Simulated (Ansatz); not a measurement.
Run on PbS (zincblende type): DFT, PBEsol, all-electron LAPW, scalar-relativistic (Ansatz 0.2.0). This run: volume at 0.72 of the series' base cell.

The cell comes from a relaxation on PAW files under the same functional, begun from a prototype that needn't be the stable phase.

Command: `ansatz run input.yaml --threads 1 --pin off --max-ram 2048MiB --backend cpu --events-out ev --progress --plain --runs-dir out` It took 42 s on 1 thread of Arm Neoverse V1, on a shared host, peak memory 0.38 GiB.

```yaml
crystal:
  lattice:
    - [0.0, 2.932155881, 2.932155881]
    - [2.932155881, 0.0, 2.932155881]
    - [2.932155881, 2.932155881, 0.0]
  atoms:
    - { symbol: Pb, position: [0.0, 0.0, 0.0] }
    - { symbol: S, position: [0.25, 0.25, 0.25] }
kpoints:
  mp_grid: { grid: [12, 12, 12] }
scf:
  occupations: { method: fermi_dirac, width: 0.05 }
hamiltonian:
  xc: pbesol
  pseudopotentials: { kind: all_electron, lapw: { basis_error: 0.001 } }
output:
  forces: true
  stress: true
  eigenvalues: true
  populations: true
```

Output:

```
Pb: projections on atomic orbitals take those of the free atom 1s2 2s2 2p6 3s2 3p6 3d10 4s2 4p6 4d10 4f14 5s2 5p6 5d10 6s2 6p2, of charge +0.00 (hamiltonian.pseudopotentials.projection_atoms)
S: projections on atomic orbitals take those of the free atom 1s2 2s2 2p6 3s2 3p4, of charge +0.00 (hamiltonian.pseudopotentials.projection_atoms)
LAPW: plane waves up to 8.072 Å⁻¹, error target 1.0e-3 eV per atom; small_component_spin mean_spin; S in spheres of 1.093 Å, 14 of its electrons in bands, Dirac shells []; Pb in spheres of 1.446 Å, 36 of its electrons in bands, Dirac shells [] (how accurate: hamiltonian.pseudopotentials.lapw.basis_error, Limitations)
Engine: ansatz 0.2.0
Pseudopotentials: kind: all_electron
Pseudopotential: Pb, LAPW, valence charge 36, lapw/all_electron/scalar/gaussian/Pb, Koelling and Harmon's equation, gaussian nucleus
Pseudopotential: S, LAPW, valence charge 14, lapw/all_electron/scalar/gaussian/S, Koelling and Harmon's equation, gaussian nucleus
Functional definition: PBEsol
  exchange = pbesol_x
  correlation = pbesol_c
Crystal: 2 atoms, lattice volume = 50.419 Å³
Basis set: ecut = 248.23523593835048 eV, 459 PW (Γ), exchange–correlation at level 2
Bands: 30, of which v1, the nominal top of the filled ones, is band 25 counted from 1 (24 counted from 0)
Symmetry: 24 space group operations
Space group: F-43m (ITA 216), of the structure as read, at distance tolerance 3.7e-5 Å
k-points: 72 of 1728 (time reversal used)
Non-local potential: Pb, projectors of the file, none
Non-local potential: S, projectors of the file, none
Initial density: superposition of atomic densities (chi_scale 0.1, normalization cell, long waves kept (reshape's long-wave potential 0.00 eV rms))
Initial wavefunctions: plane waves of lowest kinetic energy (no species holds an atomic orbital)
Functional: x = pbesol(κ = 0.804, μ = 0.12345679012345678), c = pbesol(β = 0.046)
iter 1 solved again at ethr=2.73e-3 eV; its pass at ethr=1.00e-1 eV (dr2=1.36e0 eV) is discarded
SCF iter   1: F=—  HF=-578760.555890 eV  |F-HF|=—  |Δ(HF+E_count)|=         —  Δρ=3.52e-2  dr2=1.36e0  ethr=2.73e-3  ⟨swp⟩=2.0  Hψ=13601  notcnv=0
preconditioner: auto → none  [metal: Δε(μ)=0.054 eV  Ē_g=16.667 eV  σ=0.050 eV  W_gap=0.25  n_scr=14 (ndim 8)  ℏωp=23.4 eV  f_vac=0.168  D(μ)=0.10/eV (n_scr^D=0)  sad-step TF]
SCF iter   2: F=—  HF=-578760.203710 eV  |F-HF|=—  |Δ(HF+E_count)|=   3.52e-1  Δρ=1.88e-2  dr2=4.17e-1  ethr=2.73e-3  ⟨swp⟩=2.6  Hψ=6404  notcnv=0
iter 3 solved again at ethr=2.14e-5 eV; its pass at ethr=8.33e-4 eV (dr2=1.07e-2 eV) is discarded
SCF iter   3: F=—  HF=-578760.109455 eV  |F-HF|=—  |Δ(HF+E_count)|=   9.43e-2  Δρ=4.94e-3  dr2=1.07e-2  ethr=2.14e-5  ⟨swp⟩=2.0  Hψ=10856  notcnv=0
SCF iter   4: F=—  HF=-578760.104575 eV  |F-HF|=—  |Δ(HF+E_count)|=         —  Δρ=1.41e-3  dr2=8.82e-4  ethr=2.14e-5  ⟨swp⟩=3.0  Hψ=6528  notcnv=0
the basis was enlarged: its passes take 94.2 KiB over the memory plan, 1 of 1 planned eigensolver slots
SCF iter   5: F=—  HF=-578760.103304 eV  |F-HF|=—  |Δ(HF+E_count)|=   1.27e-3  Δρ=6.04e-4  dr2=4.01e-4  ethr=1.76e-6  ⟨swp⟩=3.0  Hψ=6215  notcnv=0
SCF iter   6: F=—  HF=-578760.103293 eV  |F-HF|=—  |Δ(HF+E_count)|=   1.04e-5  Δρ=1.13e-4  dr2=1.34e-5  ethr=8.03e-7  ⟨swp⟩=2.4  Hψ=6028  notcnv=0
SCF iter   7: F=-578760.103295 eV  HF=-578760.103295 eV  |F-HF|=8.50e-9  |Δ(HF+E_count)|=   1.67e-6  Δρ=1.12e-5  dr2=7.59e-8  ethr=2.67e-8  ⟨swp⟩=3.0  Hψ=6216  notcnv=0
SCF 1 converged in 7 iterations: F = -578760.103295 eV  dr2 = 7.59e-8
SCF converged after 7 iterations
Free energy (F): -578760.103295 eV
Harris-Foulkes:  -578760.103295 eV  (|F-HF|=8.50e-9)
Internal energy: -578760.097026 eV  (E = F + TS)
E sigma→0 (E₀):  -578760.100160 eV
Entropy (-TS):   -0.006269 eV (-3.135 meV/atom)
Fermi energy:    12.566826 eV
--- Per-component energies (eV) ---
  E_band       = -3496.790006
  E_kinetic    = 665645.631908
  E_xc         = -11111.313843
  E_electrostatic = -1233294.415091  (all electrons and nuclei)
  E_smearing   = -0.006269  (= −TS)
  E_closure    = 0.000000  (closes the sum)
  E_atoms      = -578752.342133  (free atoms, spherical and without spin; not in F)
  Σ components = -578760.103295   (vs F -578760.103295, Δ=0.00e0)
  Basis errors (estimates in eV, not in F): energy 4.6e-4 per atom: plane waves 4.1e-4 (2.4e-4 summed), levels above the bands 1.4e-65, relativity 6.1e-9, radial functions 4.5e-5, core shells 5.1e-7; eigenvalues (radial functions only) 1.2e-6; not estimated: angular momenta, meshes, grids; target (lapw.basis_error) 1.0e-3; muffin-tin radii S 1.093 Å, Pb 1.446 Å
--- Forces (eV/Å), atoms counted from 1 ---
  atom   1  Pb    -0.00000000    -0.00000000    -0.00000000
  atom   2  S     -0.00000000     0.00000000    -0.00000000
  max |Σ_I F_I| component: 1.62e-16 eV/Å
--- Stress (GPa, compression-positive) ---
       23.862051       0.000000      -0.000000
        0.000000      23.862051       0.000000
       -0.000000       0.000000      23.862051
  P = ⅓ Tr σ = 23.8621 GPa (238.621 kbar)
--- Band table (eV; the first three rows and the last of 72) ---
  k-point 0: bands = ["-193.0433", "-138.0876", "-138.0876", "-138.0876", "-127.1830", "-116.1873", "-116.1873", "-116.1873", "-116.1867", "-116.1867", "-116.1867", "-116.1860", "-68.9900", "-68.9900", "-68.9900", "-4.7609", "-4.7609", "-4.7609", "-4.5758", "-4.5758", "-2.9693", "7.5247", "9.5896", "9.5896", "9.5896", "14.5527", "14.5527", "14.5527", "17.9752", "20.8784"]
  k-point 1: bands = ["-193.0433", "-138.0876", "-138.0876", "-138.0876", "-127.1830", "-116.1873", "-116.1873", "-116.1873", "-116.1867", "-116.1867", "-116.1867", "-116.1860", "-68.9900", "-68.9900", "-68.9900", "-4.7807", "-4.7568", "-4.7568", "-4.5758", "-4.5758", "-2.8824", "7.0929", "9.5173", "9.5173", "9.8280", "14.4221", "14.6637", "14.6637", "18.4904", "20.4545"]
  k-point 2: bands = ["-193.0433", "-138.0876", "-138.0876", "-138.0876", "-127.1830", "-116.1873", "-116.1873", "-116.1873", "-116.1867", "-116.1867", "-116.1867", "-116.1860", "-68.9901", "-68.9900", "-68.9900", "-4.8300", "-4.7463", "-4.7463", "-4.5752", "-4.5752", "-2.6360", "6.1818", "9.3334", "9.3334", "10.1394", "14.4064", "14.9335", "14.9335", "19.3899", "19.9801"]
  k-point 71: bands = ["-193.0433", "-138.0876", "-138.0876", "-138.0876", "-127.1830", "-116.1873", "-116.1873", "-116.1873", "-116.1867", "-116.1867", "-116.1867", "-116.1860", "-68.9902", "-68.9901", "-68.9901", "-5.0382", "-4.6894", "-4.6466", "-4.5981", "-4.5585", "-0.5763", "2.7436", "7.1077", "7.1390", "12.7966", "14.5953", "15.4488", "17.2140", "19.3784", "22.1410"]
--- Löwdin populations: 2 sites ---
  site symbol       q [e]
     0     Pb     81.6562
     1      S     16.2446
  spilling = 0.001012 (of n_electrons = 98.000000)
```

populations.tsv:

```
# site	symbol	l	j	q
# orbitals = lowdin
# n_electrons = 98.000000
# spilling = 0.001012
# projection_atom_Pb: 1s2 2s2 2p6 3s2 3p6 3d10 4s2 4p6 4d10 4f14 5s2 5p6 5d10 6s2 6p2
# projection_atom_S: 1s2 2s2 2p6 3s2 3p4
0	Pb	0_1S	-	2.000000
0	Pb	0_2S	-	1.999997
0	Pb	0_3S	-	1.999970
0	Pb	0_4S	-	1.999716
0	Pb	0_5S	-	1.996651
0	Pb	0_6S	-	1.852235
0	Pb	1_2P	-	6.000000
0	Pb	1_3P	-	5.999999
0	Pb	1_4P	-	5.999947
0	Pb	1_5P	-	5.995821
0	Pb	1_6P	-	1.829202
0	Pb	2_3D	-	10.000000
0	Pb	2_4D	-	9.999995
0	Pb	2_5D	-	9.982664
0	Pb	3_4F	-	13.999996
1	S	0_1S	-	1.999902
1	S	0_2S	-	1.993442
1	S	0_3S	-	1.731538
1	S	1_2P	-	5.999113
1	S	1_3P	-	4.520629
```

Next run (volume at 0.64 of the series' base cell), as changes to the input before:

```diff
   lattice:
-    - [0.0, 2.932155881, 2.932155881]
-    - [2.932155881, 0.0, 2.932155881]
-    - [2.932155881, 2.932155881, 0.0]
+    - [0.0, 2.8192670396, 2.8192670396]
+    - [2.8192670396, 0.0, 2.8192670396]
+    - [2.8192670396, 2.8192670396, 0.0]
   atoms:
   mp_grid: { grid: [12, 12, 12] }
+  band_path:
+    path:
+      - [0.0, 0.0, 0.0]
+      - [-0.5, -0.5, 0.0]
+      - [-0.375, -0.375, 0.25]
+      - [-0.375, 0.0, 0.375]
+      - [0.0, 0.0, 0.0]
+      - [0.0, 0.0, 0.5]
+      - [-0.5, -0.25, 0.25]
+      - [-0.5, -0.5, 0.0]
+    npoints: 8
 scf:
   populations: true
+  dos: { projected: true, de: 0.2, e_range: [-14, 8] }
```

Command: `ansatz run input.yaml --threads 1 --pin off --max-ram 2048MiB --backend cpu --events-out ev --progress --plain --runs-dir out` It took 58 s on 1 thread of Arm Neoverse V1, with other jobs on the host, peak memory 0.4 GiB.

Results part of the output:

```
SCF 1 converged in 9 iterations: F = -578759.011089 eV  dr2 = 7.35e-8
NSCF: frozen V_eff on 57 k-points
SCF converged after 9 iterations
Free energy (F): -578759.011089 eV
Harris-Foulkes:  -578759.011089 eV  (|F-HF|=2.25e-8)
Internal energy: -578759.005154 eV  (E = F + TS)
E sigma→0 (E₀):  -578759.008122 eV
Entropy (-TS):   -0.005934 eV (-2.967 meV/atom)
Fermi energy:    14.808510 eV
--- Per-component energies (eV) ---
  E_band       = -3401.939673
  E_kinetic    = 665655.209772
  E_xc         = -11113.294115
  E_electrostatic = -1233300.920812  (all electrons and nuclei)
  E_smearing   = -0.005934  (= −TS)
  E_closure    = 0.000000  (closes the sum)
  E_atoms      = -578752.342133  (free atoms, spherical and without spin; not in F)
  Σ components = -578759.011089   (vs F -578759.011089, Δ=0.00e0)
  Basis errors (estimates in eV, not in F): energy 4.6e-4 per atom: plane waves 4.1e-4 (2.4e-4 summed), levels above the bands 5.8e-65, relativity 2.0e-8, radial functions 4.4e-5, core shells 1.6e-6; eigenvalues (radial functions only) 1.4e-6; not estimated: angular momenta, meshes, grids; target (lapw.basis_error) 1.0e-3; muffin-tin radii S 1.051 Å, Pb 1.391 Å
--- Forces (eV/Å), atoms counted from 1 ---
  atom   1  Pb    -0.00000000     0.00000000     0.00000000
  atom   2  S     -0.00000000     0.00000000    -0.00000000
  max |Σ_I F_I| component: 2.17e-16 eV/Å
--- Stress (GPa, compression-positive) ---
       39.926969       0.000000      -0.000000
        0.000000      39.926969       0.000000
       -0.000000       0.000000      39.926969
  P = ⅓ Tr σ = 39.9270 GPa (399.270 kbar)
--- Band table (eV; the first three rows and the last of 72) ---
  k-point 0: bands = ["-191.2617", "-136.3016", "-136.3016", "-136.3016", "-125.1851", "-114.1631", "-114.1631", "-114.1631", "-114.1624", "-114.1624", "-114.1624", "-114.1617", "-67.0032", "-67.0032", "-67.0032", "-2.9182", "-2.9182", "-2.9182", "-2.6370", "-2.6370", "-1.8739", "10.2112", "11.5131", "11.5131", "11.5131", "16.6385", "16.6385", "16.6385", "20.5067", "23.1223"]
  k-point 1: bands = ["-191.2617", "-136.3016", "-136.3016", "-136.3016", "-125.1851", "-114.1631", "-114.1631", "-114.1631", "-114.1624", "-114.1624", "-114.1624", "-114.1617", "-67.0032", "-67.0032", "-67.0032", "-2.9646", "-2.9120", "-2.9120", "-2.6371", "-2.6371", "-1.7491", "9.5437", "11.4250", "11.4250", "11.9414", "16.5130", "16.7669", "16.7669", "21.0654", "22.6662"]
  k-point 2: bands = ["-191.2617", "-136.3016", "-136.3016", "-136.3016", "-125.1851", "-114.1631", "-114.1631", "-114.1631", "-114.1624", "-114.1624", "-114.1624", "-114.1617", "-67.0033", "-67.0032", "-67.0032", "-3.0633", "-2.8959", "-2.8959", "-2.6364", "-2.6364", "-1.4188", "8.3668", "11.2025", "11.2025", "12.3790", "16.5439", "17.0753", "17.0753", "21.9258", "22.1524"]
  k-point 71: bands = ["-191.2617", "-136.3016", "-136.3016", "-136.3016", "-125.1851", "-114.1631", "-114.1631", "-114.1631", "-114.1624", "-114.1624", "-114.1624", "-114.1617", "-67.0035", "-67.0035", "-67.0034", "-3.3691", "-2.8059", "-2.7460", "-2.6730", "-2.6124", "1.2276", "4.2764", "8.5337", "8.6264", "15.2654", "16.6509", "17.8627", "19.2523", "22.3272", "24.5927"]
--- Löwdin populations: 2 sites ---
  site symbol       q [e]
     0     Pb     81.6956
     1      S     16.1694
  spilling = 0.001377 (of n_electrons = 98.000000)
```

Next run (volume at 0.55 of the series' base cell), as changes to the input before:

```diff
   lattice:
-    - [0.0, 2.8192670396, 2.8192670396]
-    - [2.8192670396, 0.0, 2.8192670396]
-    - [2.8192670396, 2.8192670396, 0.0]
+    - [0.0, 2.6803846315, 2.6803846315]
+    - [2.6803846315, 0.0, 2.6803846315]
+    - [2.6803846315, 2.6803846315, 0.0]
   atoms:
```

Command: `ansatz run input.yaml --threads 1 --pin off --max-ram 2048MiB --backend cpu --events-out ev --progress --plain --runs-dir out` It took 63 s on 1 thread of Arm Neoverse V1, on a shared host, peak memory 0.42 GiB.

Results part of the output:

```
SCF 1 converged in 7 iterations: F = -578756.888961 eV  dr2 = 1.01e-8
NSCF: frozen V_eff on 57 k-points
SCF converged after 7 iterations
Free energy (F): -578756.888961 eV
Harris-Foulkes:  -578756.888961 eV  (|F-HF|=6.87e-9)
Internal energy: -578756.883620 eV  (E = F + TS)
E sigma→0 (E₀):  -578756.886291 eV
Entropy (-TS):   -0.005341 eV (-2.670 meV/atom)
Fermi energy:    18.195205 eV
--- Per-component energies (eV) ---
  E_band       = -7062.468473
  E_kinetic    = 665670.565786
  E_xc         = -11116.340710
  E_electrostatic = -1233311.108697  (all electrons and nuclei)
  E_smearing   = -0.005341  (= −TS)
  E_closure    = 0.000000  (closes the sum)
  E_atoms      = -578752.342133  (free atoms, spherical and without spin; not in F)
  Σ components = -578756.888961   (vs F -578756.888961, Δ=0.00e0)
  Basis errors (estimates in eV, not in F): energy 4.6e-4 per atom: plane waves 4.2e-4 (2.5e-4 summed), levels above the bands 5.1e-83, relativity 7.9e-9, radial functions 4.2e-5, core shells 2.9e-8; eigenvalues (radial functions only) 1.1e-6; not estimated: angular momenta, meshes, grids; target (lapw.basis_error) 1.0e-3; muffin-tin radii S 1.003 Å, Pb 1.318 Å
--- Forces (eV/Å), atoms counted from 1 ---
  atom   1  Pb    -0.00000000    -0.00000000    -0.00000000
  atom   2  S      0.00000000     0.00000000    -0.00000000
  max |Σ_I F_I| component: 2.78e-16 eV/Å
--- Stress (GPa, compression-positive) ---
       71.081121       0.000000      -0.000000
        0.000000      71.081121       0.000000
       -0.000000       0.000000      71.081121
  P = ⅓ Tr σ = 71.0811 GPa (710.811 kbar)
--- Band table (eV; the first three rows and the last of 72) ---
  k-point 0: bands = ["-379.6481", "-379.6481", "-379.6468", "-379.6468", "-379.6468", "-188.6079", "-133.6415", "-133.6415", "-133.6415", "-122.3710", "-111.3037", "-111.3037", "-111.3037", "-111.3030", "-111.3030", "-111.3030", "-111.3023", "-64.2090", "-64.2090", "-64.2090", "-0.3772", "-0.3772", "-0.3772", "-0.2399", "0.0796", "0.0796", "14.1017", "14.4717", "14.4717", "14.4717", "19.6518", "19.6518", "19.6518", "24.2948", "26.4165", "26.4165"]
  k-point 1: bands = ["-379.6481", "-379.6481", "-379.6468", "-379.6468", "-379.6468", "-188.6079", "-133.6415", "-133.6415", "-133.6415", "-122.3710", "-111.3037", "-111.3037", "-111.3037", "-111.3030", "-111.3030", "-111.3030", "-111.3023", "-64.2091", "-64.2090", "-64.2090", "-0.5682", "-0.3671", "-0.3671", "0.0446", "0.0793", "0.0793", "12.9716", "14.3565", "14.3565", "15.2852", "19.5496", "19.8069", "19.8069", "24.9033", "25.9137", "25.9137"]
  k-point 2: bands = ["-379.6481", "-379.6481", "-379.6468", "-379.6468", "-379.6468", "-188.6079", "-133.6415", "-133.6415", "-133.6415", "-122.3710", "-111.3037", "-111.3037", "-111.3037", "-111.3030", "-111.3030", "-111.3030", "-111.3023", "-64.2093", "-64.2091", "-64.2091", "-0.7508", "-0.3408", "-0.3408", "0.0802", "0.0802", "0.5068", "11.4803", "14.0690", "14.0690", "15.8081", "19.6741", "20.1729", "20.1729", "25.3440", "25.3440", "25.5963"]
  k-point 71: bands = ["-379.6481", "-379.6481", "-379.6468", "-379.6468", "-379.6468", "-188.6079", "-133.6415", "-133.6415", "-133.6415", "-122.3710", "-111.3037", "-111.3037", "-111.3037", "-111.3030", "-111.3030", "-111.3030", "-111.3023", "-64.2098", "-64.2097", "-64.2095", "-1.1163", "-0.1870", "-0.1025", "0.0177", "0.1162", "4.0110", "6.4971", "10.6783", "10.9018", "18.8932", "19.6898", "21.3120", "22.2492", "26.6591", "28.0724", "28.2896"]
--- Löwdin populations: 2 sites ---
  site symbol       q [e]
     0     Pb     81.7248
     1      S     16.0790
  spilling = 0.002002 (of n_electrons = 98.000000)
```

Spin–orbit coupling is left out, which matters for the heavy atoms. The structure type is held throughout; the real material can change phase at far lower pressure.
